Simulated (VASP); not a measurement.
# Nd (P6_3/mmc) in VASP: settings compared

One crystal, Nd, is run at these levels: LDA, PBE+rVV10; tasks: single point.

Everything below comes from runs of VASP 6.6.1. Logs are shortened: lines on timing, memory, paths and dates and some standing lists are left out, and cuts for length are marked.

## 1. The structure

It takes space group P6_3/mmc (No. 194, hexagonal). Conventional cell: a = 3.657 Å, b = 3.657 Å, c = 5.902 Å, α = 90.00°, β = 90.00°, γ = 120.00°. Around Nd (site symmetry -6m2) lie 12 Nd at 3.63 to 3.66 Å.

This isn't the form of Nd at room conditions, which is double hcp.

## 2. Single point, LDA, collinear spin, ferromagnetic start

The input, INCAR:

```
SYSTEM = Nd
PREC = Accurate
ENCUT = 500
EDIFF = 1E-7
ISMEAR = 0
SIGMA = 0.1
LREAL = .FALSE.
LASPH = .TRUE.
NELM = 150
ALGO = Normal
ISIF = 2
LWAVE = .FALSE.
LCHARG = .FALSE.
ISPIN = 2
MAGMOM = 3 3
LORBIT = 11
LMAXMIX = 6
GGA = CA
NBANDS = 25
```

The input, KPOINTS:

```
Automatic mesh
0
G
  8 8 5
  0 0 0
```

The input, POSCAR:

```
Nd
3.657
    1.000000000000      0.000000000000      0.000000000000
   -0.500000000000      0.866025403774      0.000000000000
    0.000000000000      0.000000000000      1.613891167624
Nd
2
Direct
    0.6666666667      0.3333333333      0.7500000000
    0.3333333333      0.6666666667      0.2500000000
```

Potentials or basis: VASP PAW PBE potentials, release 64 (Nd).

On the command line:

```
$ cat potpaw_PBE.64/Nd/POTCAR > POTCAR
$ mpirun -np 1 vasp_std > vasp.out
```

OUTCAR:

```text
SYSTEM = Nd
   PREC = Accurate
   ENCUT = 500
   EDIFF = 1E-7
   ISMEAR = 0
   LREAL = .FALSE.
   LASPH = .TRUE.
   NELM = 150
   ISIF = 2
   ISPIN = 2
   LORBIT = 11
   GGA = CA

 ion  position               nearest neighbor table
   1  0.667  0.333  0.750-
   2  0.333  0.667  0.250-

  LATTYP: Found a hexagonal cell.
 ALAT       =     3.6570000000
 C/A-ratio  =     1.6138911676

  Lattice vectors:

 A1 = (   3.6570000000,   0.0000000000,   0.0000000000)
 A2 = (  -1.8285000000,   3.1670549016,   0.0000000000)
 A3 = (   0.0000000000,   0.0000000000,   5.9020000000)

Analysis of symmetry for initial positions (statically):
=====================================================================
 Subroutine PRICEL returns:
 Original cell was already a primitive cell.

 Routine SETGRP: Setting up the symmetry group for a
 hexagonal supercell.

 Subroutine GETGRP returns: Found 24 space group operations
 (whereof 12 operations were pure point group operations)
 out of a pool of 24 trial point group operations.

The static configuration has the point symmetry D_3d.
 The point group associated with its full space group is D_6h.

Analysis of symmetry for dynamics (positions and initial velocities):
=====================================================================
 Subroutine PRICEL returns:
 Original cell was already a primitive cell.

 Routine SETGRP: Setting up the symmetry group for a
 hexagonal supercell.

 Subroutine GETGRP returns: Found 24 space group operations
 (whereof 12 operations were pure point group operations)
 out of a pool of 24 trial point group operations.

The dynamic configuration has the point symmetry D_3d.
 The point group associated with its full space group is D_6h.

Analysis of structural, dynamic, and magnetic symmetry:
=====================================================================
 Subroutine PRICEL returns:
 Original cell was already a primitive cell.

 Routine SETGRP: Setting up the symmetry group for a
 hexagonal supercell.

 Subroutine GETGRP returns: Found 24 space group operations
 (whereof 12 operations were pure point group operations)
 out of a pool of 24 trial point group operations.

The overall configuration has the point symmetry D_3d.
 The point group associated with its full space group is D_6h.

 Subroutine INISYM returns: Found 24 space group operations
 (whereof 12 operations are pure point group operations),
 and found     1 'primitive' translations

----------------------------------------------------------------------------------------

                                     Primitive cell

  volume of cell :      68.3565

  direct lattice vectors                    reciprocal lattice vectors
     3.657000000  0.000000000  0.000000000     0.273448182  0.157875381  0.000000000
    -1.828500000  3.167054902  0.000000000     0.000000000  0.315750762  0.000000000
     0.000000000  0.000000000  5.902000000     0.000000000  0.000000000  0.169434090

  length of vectors
     3.657000000  3.657000000  5.902000000     0.315750762  0.315750762  0.169434090

  position of ions in fractional coordinates (direct lattice)
     0.666666667  0.333333333  0.750000000
     0.333333333  0.666666667  0.250000000

  ion indices of the primitive-cell ions
   primitive index   ion index
                 1           1
                 2           2

----------------------------------------------------------------------------------------

 KPOINTS: Automatic mesh

Automatic generation of k-mesh.
 Grid dimensions read from file:
 generate k-points for:    8    8    5

 Generating k-lattice:

  Cartesian coordinates                     Fractional coordinates (reciprocal lattice)
     0.034181023  0.019734423  0.000000000     0.125000000  0.000000000  0.000000000
     0.000000000  0.039468845  0.000000000     0.000000000  0.125000000  0.000000000
     0.000000000  0.000000000  0.033886818     0.000000000  0.000000000  0.200000000

  Length of vectors
     0.039468845  0.039468845  0.033886818

  Shift w.r.t. Gamma in fractional coordinates (k-lattice)
     0.000000000  0.000000000  0.000000000

 Subroutine IBZKPT returns following result:
 ===========================================

 Found     30 irreducible k-points:

 Following reciprocal coordinates:
            Coordinates               Weight
  0.000000  0.000000  0.000000      1.000000
  0.125000 -0.000000  0.000000      6.000000
  0.250000 -0.000000  0.000000      6.000000
  0.375000 -0.000000  0.000000      6.000000
  0.500000 -0.000000  0.000000      3.000000
  0.125000  0.125000  0.000000      6.000000
[... 16 lines left out ...]
  0.250000 -0.000000  0.400000     12.000000
  0.375000 -0.000000  0.400000     12.000000
 [... further k-points ...]
   k-points           NKPTS =     30   k-points in BZ     NKDIM =     30   number of bands    NBANDS=     25
   number of dos      NEDOS =    301   number of ions     NIONS =      2
   total plane-waves  NPLWV =  37632
   dimension x,y,z NGX =    28 NGY =   28 NGZ =   48
   dimension x,y,z NGXF=    56 NGYF=   56 NGZF=   96
   ions per type =               2
   NGX,Y,Z   is equivalent  to a cutoff of  12.73, 12.73, 13.52 a.u.
   NGXF,Y,Z  is equivalent  to a cutoff of  25.46, 25.46, 27.04 a.u.
 SYSTEM =  Nd
   PREC   = accura    normal or accurate (medium, high low for compatibility)
   ISTART =      0    job   : 0-new  1-cont  2-samecut
   ICHARG =      2    charge: 1-file 2-atom 10-const
   ISPIN  =      2    spin polarized calculation?
   LNONCOLLINEAR =      F non collinear calculations
   LSORBIT =      F    spin-orbit coupling
   LASPH  =      T    aspherical Exc in radial PAW
   ENCUT  =  500.0 eV  36.75 Ry    6.06 a.u.   6.67  6.67 10.76*2*pi/ulx,y,z
   NELM   =    150;   NELMIN=  2; NELMDL= -5     # of ELM steps
   EDIFF  = 0.1E-06   stopping-criterion for ELM
   LREAL  =      F    real-space projection
   EDIFFG = 0.1E-05   stopping-criterion for IOM
   NSW    =      0    number of steps for IOM
   IBRION =     -1    ionic relax: 0-MD 1-quasi-New 2-CG
   NFREE  =      0    steps in history (QN), initial steepest desc. (CG)
   ISIF   =      2    stress and relaxation
   ISYM   =      2    0-nonsym 1-usesym 2-fastsym
   POTIM  = 0.5000    time-step for ionic-motion
   TEBEG  =    0.0;   TEEND  =   0.0 temperature during run
   PSTRESS=    0.0 pullay stress
   NELECT =      28.0000    total number of electrons
   NUPDOWN=      -1.0000    fix difference up-down
   EMIN   =  10.00;   EMAX   =-10.00  energy-range for DOS
   EFERMI =   0.00;   METHOD = LEGACY
   ISMEAR =     0;   SIGMA  =   0.10  broadening in eV -4-tet -1-fermi 0-gaus
   EFERMI_NEDOS =   21; number of points for ismear=-14 and -15
   IALGO  =     38    algorithm
   IMIX   =      4    mixing-type and parameters
     AMIX     =   0.40;   BMIX     =  1.00
     AMIX_MAG =   1.60;   BMIX_MAG =  1.00
  volume/ion in A,a.u.               =      34.18       230.65
  Fermi-wavevector in a.u.,A,eV,Ry     =   1.215815  2.297558 20.112224  1.478207
  Thomas-Fermi vector in A             =   2.351190
   LORBIT       =     11    0 simple, 1 ext, 2 COOP (PROOUT), +10 PAW based schemes
   GGA     = CA    functional components
   LHFCALC =     F    Hartree Fock is set to
   AEXX    =    0.0000 exact exchange contribution
   IVDW    =     0    specifies the selected vdW correction
   LEPSILON=     F    determine dielectric tensor
   LRPA    =     F    only Hartree local field effects (RPA)
 spin polarized calculation
 Gauss-broadening in eV      SIGMA  =   0.10
  energy-cutoff  :      500.00
  volume of cell :       68.36
 maximum number of plane-waves:      1761
 NGX is ok and might be reduce to    28
   NGX = 13   NGY = 13   NGZ = 21

 number of electron      28.0000003 magnetization       8.0431589

 Free energy of the ion-electron system (eV)
  ---------------------------------------------------
  ext. energy  EPLUGINS =         0.00000000
  ---------------------------------------------------
  free energy    TOTEN  =       -13.42993763 eV

  energy without entropy =      -13.31579179  energy(sigma->0) =      -13.37286471

 E-fermi :   4.3635     XC(G=0): -10.1589

 val. band max:        4.3632824630   @ k =   0.1250  -0.0000   0.0000
 cond. band min:       4.3636393083   @ k =   0.1250   0.1250   0.4000
 fundamental gap:      0.0003568453
 Fermi energy:         4.3634517675

 spin component 1

 k-point     1 :       0.0000    0.0000    0.0000
  band No.  band energies     occupation
      1     -32.7520      1.00000
      2     -32.5995      1.00000
      3     -14.6805      1.00000
      4     -13.6345      1.00000
      5     -13.6345      1.00000
      6     -13.4699      1.00000
[... 17 lines left out ...]
     24       4.5067      0.02138
     25       6.0771      0.00000
[... 621 lines left out ...]
      3     -14.5313      1.00000
      4     -14.4517      1.00000
      5     -13.8651      1.00000
      6     -13.7739      1.00000
[... 17 lines left out ...]
     24       4.5695      0.00178
     25       4.7964      0.00000

 [... further k-points ...]

 spin component 2

 k-point     1 :       0.0000    0.0000    0.0000
  band No.  band energies     occupation
      1     -31.2405      1.00000
      2     -31.0735      1.00000
      3     -13.5080      1.00000
      4     -12.3856      1.00000
      5     -12.3856      1.00000
      6     -12.2104      1.00000
[... 17 lines left out ...]
     24       6.9555      0.00000
     25       7.0241      0.00000
[... 621 lines left out ...]
      3     -13.3532      1.00000
      4     -13.2683      1.00000
      5     -12.6316      1.00000
      6     -12.5372      1.00000
[... 17 lines left out ...]
     24       6.6670      0.00000
     25       6.6993      0.00000

 [... further k-points ...]

------------------------ aborting loop because EDIFF is reached ----------------------------------------

  FORCE on cell =-STRESS in cart. coord.  units (eV):
  Direction    XX          YY          ZZ          XY          YZ          ZX
  --------------------------------------------------------------------------------------
  -------------------------------------------------------------------------------------
  Total       -2.2478988     -2.2478988     -2.5055168      0.0000000      0.0000000      0.0000000
  in kB      -52.6874991    -52.6874991    -58.7256926      0.0000000      0.0000000      0.0000000
  external PRESSURE =     -54.7002303 kB  Pullay stress =       0.0000000 kB

 VOLUME and BASIS-vectors are now :
 -----------------------------------------------------------------------------
  energy-cutoff  :      500.00
  volume of cell :       68.36
      direct lattice vectors                 reciprocal lattice vectors
     3.657000000  0.000000000  0.000000000     0.273448182  0.157875381  0.000000000
    -1.828500000  3.167054902  0.000000000     0.000000000  0.315750762  0.000000000
     0.000000000  0.000000000  5.902000000     0.000000000  0.000000000  0.169434090

 POSITION                                       TOTAL-FORCE (eV/Angst)
 -----------------------------------------------------------------------------------
      1.82850      1.05568      4.42650        -0.000000      0.000000      0.000000
     -0.00000      2.11137      1.47550         0.000000     -0.000000      0.000000
 -----------------------------------------------------------------------------------
    total drift:                               -0.000000      0.000000     -0.000000

  FREE ENERGIE OF THE ION-ELECTRON SYSTEM (eV)
  ---------------------------------------------------
  free  energy   TOTEN  =       -13.4299376276 eV

  energy  without entropy=      -13.3157917884  energy(sigma->0) =      -13.37286471

 total charge

# of ion       s       p       d       f       tot
--------------------------------------------------
    1        2.018   5.334   0.544   3.289  11.185
    2        2.018   5.334   0.544   3.289  11.185
--------------------------------------------------
tot          4.036  10.668   1.088   6.577  22.370

 magnetization (x)

# of ion       s       p       d       f       tot
--------------------------------------------------
    1        0.002  -0.090   0.175   3.259   3.345
    2        0.002  -0.090   0.175   3.259   3.345
--------------------------------------------------
tot          0.004  -0.181   0.349   6.518   6.691
```

Wall time 2.5 min (1 thread of Intel Xeon 6975P-C (Granite Rapids), shared host); peak memory 0.22 GiB.

What came out:

| Property | Result |
| --- | --- |
| Free energy | -13.4299 eV |
| Pressure | -5.5 GPa |
| Band gap on the k mesh | none (metal or under the smearing width) |
| Net moment | 8.04 μB per cell |
| Site moments | Nd +3.35 μB |
| Valence electrons inside the program's atomic spheres | Nd 11.19 |

Levels at points of the mesh, in eV from the Fermi level:
Spin up:
| k point | band 16 | band 17 | band 18 | band 19 | band 20 | band 21 |
| --- | --- | --- | --- | --- | --- | --- |
| (0.00, 0.00, 0.00) | -0.05 | -0.05 | 0.02 | 0.02 | 0.06 | 0.06 |
| (0.50, 0.00, 0.00) | -0.11 | -0.05 | -0.02 | 0.11 | 0.14 | 0.16 |
Spin down:
| k point | band 7 | band 8 | band 9 | band 10 | band 11 | band 12 | band 13 | band 14 |
| --- | --- | --- | --- | --- | --- | --- | --- | --- |
| (0.00, 0.00, 0.00) | -16.57 | -16.54 | -3.24 | -1.24 | 1.51 | 1.72 | 1.76 | 1.90 |
| (0.50, 0.00, 0.00) | -16.87 | -16.73 | -0.89 | -0.68 | -0.48 | 1.59 | 1.69 | 1.76 |

Caveat: the magnetic or orbital state may not be the lowest; the PAW data sets were made with another functional, which shifts forces and pressure a little; spin-orbit coupling is left out, which moves the levels of the heavy elements.

## 3. Single point, PBE+rVV10, collinear spin, ferromagnetic start

The input, INCAR:

```
  PREC = Accurate
  ENCUT = 520
  EDIFF = 1E-7
  ISMEAR = 1
  SIGMA = 0.2
  LREAL = F
  LASPH = T
  NELM = 150
  ALGO = Normal
  ISIF = 2
  LWAVE = F
  LCHARG = T
  ISPIN = 2
  MAGMOM = 3 3
  LORBIT = 11
  NUPDOWN = 0
  LMAXMIX = 6
  GGA = PE
  LUSE_VDW = T
  IVDW_NL = 2
  BPARAM = 10.0
  CPARAM = 0.0093
  LELF = T
  LVHAR = T
```

The input, KPOINTS:

```
regular mesh
0
Gamma
  8 8 5
```

POSCAR is that of step 2.

Potentials or basis: VASP PAW PBE potentials, release 64 (Nd_3), 4f in core.

On the command line:

```
$ cat potpaw_PBE.64/Nd_3/POTCAR > POTCAR
$ mpirun -np 1 vasp_std > vasp.out
```

It took 81 s on 1 thread of Intel Xeon 6975P-C (Granite Rapids), shared host; peak memory 0.39 GiB.

The run converged. Its results:

* Free energy: -8.8031 eV
* Pressure: 0.8 GPa
* Net moment: 0.00 μB per cell
* Valence electrons inside the program's atomic spheres: Nd 8.91

Stress tensor (GPa, compression positive):
```
0.85 0.00 0.00
0.00 0.85 0.00
0.00 0.00 0.74
```

Caveat: the magnetic or orbital state may not be the lowest; the moment is held away from its start; spin-orbit coupling is left out, which moves the levels of the heavy elements; the 4f electrons are frozen in the core as for a trivalent ion, so they carry no moment and show no levels; the total moment is fixed, so each spin has its own Fermi level. The state reached can hang on the start; a lower one may exist.
